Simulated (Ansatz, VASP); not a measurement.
## Cu: VASP beside Ansatz

```
CELL_PARAMETERS angstrom
-1.46444 1.46444 1.39672
1.46444 -1.46444 1.39672
1.46444 1.46444 -1.39672
ATOMIC_POSITIONS crystal
Cu 0.00000 0.00000 0.00000
```

Change from the starting cell: strain +0.015 along x and y, +0.015 along z, atoms carried along.

Alike in both runs: task single point; functional PBEsol; k mesh 24 × 24 × 24; occupations gaussian, width 0.15 eV; no spin polarisation.

|  | VASP | Ansatz |
| --- | --- | --- |
| version | VASP 6.6.1 | Ansatz 0.2.0 |
| potentials or method | VASP PAW PBE potentials, release 64 (Cu) | scalar-relativistic, plane waves, PAW |
| plane-wave cutoff (eV) | 520 | 420 |
| valence electrons in the cell | 11 | 19 |

|  | VASP | Ansatz | Ansatz less VASP |
| --- | --- | --- | --- |
| gap on the k mesh at the Fermi level (eV) | none | none | - |
| pressure (GPa) | -7.0 | -7.7 | -0.74 |
| largest component of the traceless stress (GPa) | 0.18 | 0.19 | +0.009 |

A gap of «none» marks a metal or a gap that the smearing closes. The two sets of potentials don't hold the same shells in valence.

Caveats: the PAW data sets were made with another functional, which shifts forces and pressure a little (VASP).
